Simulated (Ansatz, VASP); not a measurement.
MgI2 in VASP and in Ansatz

INCAR

```
SYSTEM = MgI2
ALGO     = Normal         ! electronic algorithm
EDIFF    = 1E-7           ! SCF threshold, eV
ENCUT    = 520            ! plane-wave cutoff, eV
GGA      = PE             ! functional
ISIF     = 2              ! what is computed and relaxed
ISMEAR   = 0              ! smearing method
LASPH    = .TRUE.         ! aspherical terms in the spheres
LCHARG   = .FALSE.        ! write CHGCAR
LREAL    = .FALSE.        ! projectors in reciprocal space
LWAVE    = .FALSE.        ! write WAVECAR
NBANDS   = 15             ! bands
NELM     = 100            ! most SCF steps
PREC     = Accurate       ! precision mode
SIGMA    = 0.05           ! smearing width, eV
```

File KPOINTS:

```
k-points
0
G
  6 6 4
  0 0 0
```

POSCAR

```
MgI2
1.0
    4.2734827252      0.0000000000      0.0000000000
   -2.1367413626      3.7009446027      0.0000000000
    0.0000000000      0.0000000000      7.9347883382
Mg I
1 2
Direct
    0.0000000000      0.0000000000      0.0000000000
    0.3333333333      0.6666666667      0.8012283115
    0.6666666667      0.3333333333      0.1987716885
```

Input for Ansatz:

```yaml
crystal:
  lattice:
    - [4.2734827252, 0.0, 0.0]
    - [-2.1367413626, 3.7009446027, 0.0]
    - [0.0, 0.0, 7.9347883382]
  atoms:
    - { symbol: Mg, position: [0.0, 0.0, 0.0] }
    - { symbol: I, position: [0.3333333333, 0.6666666667, 0.8012283115] }
    - { symbol: I, position: [0.6666666667, 0.3333333333, 0.1987716885] }
basis:
  ecutwfc: 520.0
kpoints:
  mp_grid: { grid: [6, 6, 4] }
hamiltonian:
  xc: pbe
scf:
  occupations: { method: gaussian, width: 0.05 }
output:
  forces: true
  stress: true
  eigenvalues: true
```

Alike in both runs: task single point; functional PBE; k mesh 6 × 6 × 4; occupations gaussian, width 0.05 eV; no spin polarisation.

|  | VASP | Ansatz |
| --- | --- | --- |
| version | VASP 6.6.1 | Ansatz 0.2.0 |
| potentials or method | VASP PAW PBE potentials, release 64 (Mg, I) | scalar-relativistic, plane waves, PAW |
| plane-wave cutoff (eV) | 520 | 520 |
| valence electrons in the cell | 16 | 44 |

|  | VASP | Ansatz | Ansatz less VASP |
| --- | --- | --- | --- |
| gap on the k mesh at the Fermi level (eV) | 3.75 | 3.76 | +0.017 |
| least direct gap on the mesh (eV) | 3.84 | 3.85 | +0.014 |
| pressure (GPa) | 0.4 | 0.5 | +0.04 |
| largest component of the traceless stress (GPa) | 0.91 | 0.91 | -0.008 |
| rms of the force components (eV/Å) | 0.162 | 0.167 | +0.0046 |

Atom by atom the forces differ by 0.005 eV/Å (rms over components). With one functional, cell and mesh, what is left measures potentials, basis and numerics. The two sets of potentials don't hold the same shells in valence.

Caveats: spin-orbit coupling is left out, which moves the levels of the heavy elements; this functional lacks dispersion, which binds the layers, so the pressure and a relaxed spacing across them are unreliable. A k mesh can miss the band edges.
